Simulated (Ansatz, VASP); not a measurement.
# One calculation of Te, two programs

Contents of INCAR:

```
ALGO = Normal
EDIFF = 1E-7
ENCUT = 520
GGA = RE
ISIF = 2
ISMEAR = -1
ISPIN = 2
ISYM = 0
LASPH = True
LCHARG = True
LELF = True
LORBIT = 11
LREAL = False
LVHAR = True
LWAVE = False
MAGMOM = 2
NBANDS = 13
NELM = 150
PREC = Accurate
SIGMA = 0.01
```

File KPOINTS:

```
k-points
0
Gamma
  1 1 1
```

File POSCAR:

```
Te
1.0
   14.0000000000      0.0000000000      0.0000000000
    0.0000000000     14.4000000000      0.0000000000
    0.0000000000      0.0000000000     14.8000000000
Te
1
Direct
    0.5000000000      0.5000000000      0.5000000000
```

Input for Ansatz:

```yaml
crystal:
  lattice:
    - [14.0, 0.0, 0.0]
    - [0.0, 14.4, 0.0]
    - [0.0, 0.0, 14.8]
  atoms:
    - { symbol: Te, position: [0.5, 0.5, 0.5], spin: 2.0 }
  symmetry: { detect: false, time_reversal: true }
hamiltonian:
  xc: revpbe
  pseudopotentials:
    kind: paw
    azcp:
      Te: "pseudopotentials/Te.paw.azcp"
basis:
  ecutwfc: 420
  fft_grid_basis: typed
kpoints:
  mp_grid: { grid: [1, 1, 1], shift: [0, 0, 0] }
magnetization:
  spin_polarized: true
scf:
  occupations: { method: fermi_dirac, width: 0.01 }
```

The cell was built by a generator and needn't be a form met in nature.

Alike in both runs: task single point; functional revPBE; k mesh 1 × 1 × 1; occupations fermi-dirac, width 0.01 eV; collinear spin.

|  | VASP | Ansatz |
| --- | --- | --- |
| version | VASP 6.6.1 | Ansatz 0.2.0 |
| potentials or method | VASP PAW PBE potentials, release 64 (Te) | plane waves (420 eV) with PAW, scalar-relativistic |
| plane-wave cutoff (eV) | 520 | 420 |
| valence electrons in the cell | 6 | 16 |

```tsv
	VASP	Ansatz	Ansatz less VASP
net moment per atom (μB)	2.00	2.00	0.000
size of the moment on the site where the two differ most (μB)	0.95	2.00	+1.045
```

Site moments also hang on the region over which each program counts them. The two sets of potentials don't hold the same shells in valence. Ansatz warned: «negative_dielectric_reading».
